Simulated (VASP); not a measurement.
# Hf (Fm-3m) in VASP: single point with PBEsol

Aim: the single point of Hf with PBEsol.

Everything below comes from runs of VASP 6.6.1. Logs are shortened: lines on timing, memory, paths and dates and some standing lists are left out, and cuts for length are marked.

### Step 1. The crystal as given

The structure is cubic, space group Fm-3m (No. 225). Conventional cell: a = 4.413 Å, b = 4.413 Å, c = 4.413 Å, α = 90.00°, β = 90.00°, γ = 90.00°. Around Hf (site symmetry m-3m) lie 12 Hf at 3.12 Å.

This isn't the form of Hf at room conditions, which is hcp.

### Step 2. Single point, PBEsol, non-collinear spin, zero start, spin-orbit coupling

Input file INCAR:

```
SYSTEM = Hf
ALGO = Normal ; EDIFF = 1E-6
ENCUT = 520 ; GGA = PS
GGA_COMPAT = .False. ; ISIF = 2
ISMEAR = 0 ; LASPH = .True.
LCHARG = .False. ; LMAXMIX = 4
LORBIT = 11 ; LREAL = .False.
LSORBIT = .True. ; LWAVE = .False.
MAGMOM = 0 0 0 ; NELM = 60
PREC = Accurate ; SIGMA = 0.1
```

Input file KPOINTS:

```
k-points
0
Gamma
  16 16 16
  0 0 0
```

Input file POSCAR:

```
Hf
1.0
    0.0000000000      2.2063400000      2.2063400000
    2.2063400000      0.0000000000      2.2063400000
    2.2063400000      2.2063400000      0.0000000000
Hf
1
Direct
    0.0000000000      0.0000000000      0.0000000000
```

Potentials or basis: VASP PAW PBE potentials, release 64 (Hf_pv).

Command:

```console
cat potpaw_PBE.64/Hf_pv/POTCAR > POTCAR
mpirun -np 1 vasp_ncl > vasp.out
```

OUTCAR:

```text
SYSTEM = Hf
   EDIFF = 1E-6
   ENCUT = 520
   GGA = PS
   ISIF = 2
   ISMEAR = 0
   LASPH = .True.
   LORBIT = 11
   LREAL = .False.
   LSORBIT = .True.
   NELM = 60
   PREC = Accurate

 ion  position               nearest neighbor table
   1  0.000  0.000  0.000-

  LATTYP: Found a face centered cubic cell.
 ALAT       =     4.4126800000

  Lattice vectors:

 A1 = (   0.0000000000,   2.2063400000,   2.2063400000)
 A2 = (   2.2063400000,   0.0000000000,   2.2063400000)
 A3 = (   2.2063400000,   2.2063400000,   0.0000000000)

Analysis of symmetry for initial positions (statically):
=====================================================================
 Subroutine PRICEL returns:
 Original cell was already a primitive cell.

 Routine SETGRP: Setting up the symmetry group for a
 face centered cubic supercell.

 Subroutine GETGRP returns: Found 48 space group operations
 (whereof 48 operations were pure point group operations)
 out of a pool of 48 trial point group operations.

The static configuration has the point symmetry O_h .

Analysis of symmetry for dynamics (positions and initial velocities):
=====================================================================
 Subroutine PRICEL returns:
 Original cell was already a primitive cell.

 Routine SETGRP: Setting up the symmetry group for a
 face centered cubic supercell.

 Subroutine GETGRP returns: Found 48 space group operations
 (whereof 48 operations were pure point group operations)
 out of a pool of 48 trial point group operations.

The dynamic configuration has the point symmetry O_h .

Analysis of structural, dynamic, and magnetic symmetry:
=====================================================================
 Subroutine PRICEL returns:
 Original cell was already a primitive cell.

 Routine SETGRP: Setting up the symmetry group for a
 face centered cubic supercell.

 Subroutine GETGRP returns: Found 48 space group operations
 (whereof 48 operations were pure point group operations)
 out of a pool of 48 trial point group operations.

The overall configuration has the point symmetry O_h .

 Subroutine INISYM returns: Found 48 space group operations
 (whereof 48 operations are pure point group operations),
 and found     1 'primitive' translations

----------------------------------------------------------------------------------------

                                     Primitive cell

  volume of cell :      21.4806

  direct lattice vectors                    reciprocal lattice vectors
     0.000000000  2.206340000  2.206340000    -0.226619651  0.226619651  0.226619651
     2.206340000  0.000000000  2.206340000     0.226619651 -0.226619651  0.226619651
     2.206340000  2.206340000  0.000000000     0.226619651  0.226619651 -0.226619651

  length of vectors
     3.120235951  3.120235951  3.120235951     0.392516749  0.392516749  0.392516749

  position of ions in fractional coordinates (direct lattice)
     0.000000000  0.000000000  0.000000000

  ion indices of the primitive-cell ions
   primitive index   ion index
                 1           1

----------------------------------------------------------------------------------------

 KPOINTS: k-points

Automatic generation of k-mesh.
 Grid dimensions read from file:
 generate k-points for:   16   16   16

 Generating k-lattice:

  Cartesian coordinates                     Fractional coordinates (reciprocal lattice)
    -0.014163728  0.014163728  0.014163728     0.062500000  0.000000000  0.000000000
     0.014163728 -0.014163728  0.014163728     0.000000000  0.062500000  0.000000000
     0.014163728  0.014163728 -0.014163728     0.000000000  0.000000000  0.062500000

  Length of vectors
     0.024532297  0.024532297  0.024532297

  Shift w.r.t. Gamma in fractional coordinates (k-lattice)
     0.000000000  0.000000000  0.000000000

 Subroutine IBZKPT returns following result:
 ===========================================

 Found    145 irreducible k-points:

 Following reciprocal coordinates:
            Coordinates               Weight
  0.000000  0.000000  0.000000      1.000000
  0.062500  0.000000  0.000000      8.000000
  0.125000  0.000000  0.000000      8.000000
  0.187500  0.000000  0.000000      8.000000
  0.250000  0.000000  0.000000      8.000000
  0.312500  0.000000  0.000000      8.000000
[... 16 lines left out ...]
 -0.125000  0.062500  0.000000     24.000000
 -0.062500  0.062500  0.000000     12.000000
 [... further k-points ...]
   k-points           NKPTS =    145   k-points in BZ     NKDIM =    145   number of bands    NBANDS=     18
   number of dos      NEDOS =    301   number of ions     NIONS =      1
   total plane-waves  NPLWV =  13824
   dimension x,y,z NGX =    24 NGY =   24 NGZ =   24
   dimension x,y,z NGXF=    48 NGYF=   48 NGZF=   48
   ions per type =               1
   NGX,Y,Z   is equivalent  to a cutoff of  12.79, 12.79, 12.79 a.u.
   NGXF,Y,Z  is equivalent  to a cutoff of  25.57, 25.57, 25.57 a.u.
 SYSTEM =  Hf
   PREC   = accura    normal or accurate (medium, high low for compatibility)
   ISTART =      0    job   : 0-new  1-cont  2-samecut
   ICHARG =      2    charge: 1-file 2-atom 10-const
   ISPIN  =      1    spin polarized calculation?
   LNONCOLLINEAR =      T non collinear calculations
   LSORBIT =      T    spin-orbit coupling
   LASPH  =      T    aspherical Exc in radial PAW
   ENCUT  =  520.0 eV  38.22 Ry    6.18 a.u.   5.80  5.80  5.80*2*pi/ulx,y,z
   NELM   =     60;   NELMIN=  2; NELMDL= -5     # of ELM steps
   EDIFF  = 0.1E-05   stopping-criterion for ELM
   LREAL  =      F    real-space projection
   EDIFFG = 0.1E-04   stopping-criterion for IOM
   NSW    =      0    number of steps for IOM
   IBRION =     -1    ionic relax: 0-MD 1-quasi-New 2-CG
   NFREE  =      0    steps in history (QN), initial steepest desc. (CG)
   ISIF   =      2    stress and relaxation
   ISYM   =      2    0-nonsym 1-usesym 2-fastsym
   POTIM  = 0.5000    time-step for ionic-motion
   TEBEG  =    0.0;   TEEND  =   0.0 temperature during run
   PSTRESS=    0.0 pullay stress
   NELECT =      10.0000    total number of electrons
   NUPDOWN=      -1.0000    fix difference up-down
   EMIN   =  10.00;   EMAX   =-10.00  energy-range for DOS
   EFERMI =   0.00;   METHOD = LEGACY
   ISMEAR =     0;   SIGMA  =   0.10  broadening in eV -4-tet -1-fermi 0-gaus
   EFERMI_NEDOS =   21; number of points for ismear=-14 and -15
   IALGO  =     38    algorithm
   IMIX   =      4    mixing-type and parameters
     AMIX     =   0.40;   BMIX     =  1.00
     AMIX_MAG =   1.60;   BMIX_MAG =  1.00
  volume/ion in A,a.u.               =      21.48       144.96
  Fermi-wavevector in a.u.,A,eV,Ry     =   1.268798  2.397680 21.903307  1.609848
  Thomas-Fermi vector in A             =   2.401873
   LORBIT       =     11    0 simple, 1 ext, 2 COOP (PROOUT), +10 PAW based schemes
   GGA     = PS    functional components
   LHFCALC =     F    Hartree Fock is set to
   AEXX    =    0.0000 exact exchange contribution
   IVDW    =     0    specifies the selected vdW correction
   LEPSILON=     F    determine dielectric tensor
   LRPA    =     F    only Hartree local field effects (RPA)
 Gauss-broadening in eV      SIGMA  =   0.10
  energy-cutoff  :      520.00
  volume of cell :       21.48
 maximum number of plane-waves:      1208
   NGX = 11   NGY = 11   NGZ = 11

 number of electron      10.0000000 magnetization       0.0000000      0.0000000      0.0000000

 number of electron      10.0000001 magnetization      -0.0000000     -0.0000000     -0.0000000

 number of electron      10.0000001 magnetization      -0.0000000     -0.0000000      0.0000000

 number of electron      10.0000001 magnetization       0.0000000      0.0000000     -0.0000000

 Free energy of the ion-electron system (eV)
  ---------------------------------------------------
  ext. energy  EPLUGINS =         0.00000000
  ---------------------------------------------------
  free energy    TOTEN  =       -11.12656318 eV

  energy without entropy =      -11.11790850  energy(sigma->0) =      -11.12223584

 E-fermi :   4.8610     XC(G=0): -11.5820

 val. band max:        4.8556875775   @ k =  -0.3125   0.3125   0.1250
 cond. band min:       4.8775072981   @ k =  -0.3125   0.3125   0.0625
 fundamental gap:      0.0218197206
 Fermi energy:         4.8609500412

 k-point     1 :       0.0000    0.0000    0.0000
  band No.  band energies     occupation
      1     -29.8372      1.00000
      2     -29.8372      1.00000
      3     -22.6948      1.00000
      4     -22.6948      1.00000
      5     -22.6948      1.00000
      6     -22.6948      1.00000
[... 481 lines left out ...]
      5     -22.7139      1.00000
      6     -22.7139      1.00000
[... 10 lines left out ...]
     17       9.1981      0.00000
     18       9.1981      0.00000

 [... further k-points ...]

------------------------ aborting loop because EDIFF is reached ----------------------------------------

  FORCE on cell =-STRESS in cart. coord.  units (eV):
  Direction    XX          YY          ZZ          XY          YZ          ZX
  --------------------------------------------------------------------------------------
  -------------------------------------------------------------------------------------
  Total       -0.0729355     -0.0729355     -0.0729355      0.0000000      0.0000000      0.0000000
  in kB       -5.4400402     -5.4400402     -5.4400402      0.0000000      0.0000000      0.0000000
  external PRESSURE =      -5.4400402 kB  Pullay stress =       0.0000000 kB

 VOLUME and BASIS-vectors are now :
 -----------------------------------------------------------------------------
  energy-cutoff  :      520.00
  volume of cell :       21.48
      direct lattice vectors                 reciprocal lattice vectors
     0.000000000  2.206340000  2.206340000    -0.226619651  0.226619651  0.226619651
     2.206340000  0.000000000  2.206340000     0.226619651 -0.226619651  0.226619651
     2.206340000  2.206340000  0.000000000     0.226619651  0.226619651 -0.226619651

 POSITION                                       TOTAL-FORCE (eV/Angst)
 -----------------------------------------------------------------------------------
      0.00000      0.00000      0.00000        -0.000000      0.000000      0.000000
 -----------------------------------------------------------------------------------
    total drift:                                0.000000      0.000000     -0.000000

  FREE ENERGIE OF THE ION-ELECTRON SYSTEM (eV)
  ---------------------------------------------------
  free  energy   TOTEN  =       -11.1265631821 eV

  energy  without entropy=      -11.1179084971  energy(sigma->0) =      -11.12223584

 Spin-Orbit-Coupling matrix elements

 Ion:    1  E_soc:     -1.3686355
 l=   1
     0.0000000    -0.2202147    -0.2202147
    -0.2202147     0.0000000    -0.2202147
    -0.2202147    -0.2202147     0.0000000
 l=   2
     0.0000000    -0.0017255     0.0000000    -0.0017255    -0.0061658
    -0.0017255     0.0000000    -0.0046243    -0.0017255    -0.0015414
     0.0000000    -0.0046243     0.0000000    -0.0046243     0.0000000
    -0.0017255    -0.0017255    -0.0046243     0.0000000    -0.0015414
    -0.0061658    -0.0015414     0.0000000    -0.0015414     0.0000000
 l=   3
     0.0000000     0.0000000     0.0000000     0.0000000     0.0000000     0.0000000     0.0000000
     0.0000000     0.0000000     0.0000000     0.0000000     0.0000000     0.0000000     0.0000000
     0.0000000     0.0000000     0.0000000     0.0000000     0.0000000     0.0000000     0.0000000
     0.0000000     0.0000000     0.0000000     0.0000000     0.0000000     0.0000000     0.0000000
     0.0000000     0.0000000     0.0000000     0.0000000     0.0000000     0.0000000     0.0000000
     0.0000000     0.0000000     0.0000000     0.0000000     0.0000000     0.0000000     0.0000000
     0.0000000     0.0000000     0.0000000     0.0000000     0.0000000     0.0000000     0.0000000

 total charge

# of ion       s       p       d       tot
------------------------------------------
    1        0.398   6.448   1.626   8.471

 magnetization (x)

# of ion       s       p       d       tot
------------------------------------------
    1       -0.000  -0.000   0.000   0.000

 magnetization (y)

# of ion       s       p       d       tot
------------------------------------------
    1       -0.000   0.000  -0.000  -0.000

 magnetization (z)

# of ion       s       p       d       tot
------------------------------------------
    1        0.000   0.000   0.000   0.000
```

It took 30 s on 1 thread of Intel Xeon 6975P-C (Granite Rapids), shared host; peak memory 0.24 GiB.

Results:

```yaml
Free_energy: -11.1266 eV
Pressure: -0.5 GPa
Net_moment: 0.00 μB per cell
Valence_electrons_inside_the_program's_atomic_spheres: Hf 8.47
```

Moments on the atoms (μB; x, y, z):
```
Hf  0.00 0.00 0.00
```

Caveat: the PAW data sets were made with another functional, which shifts forces and pressure a little.
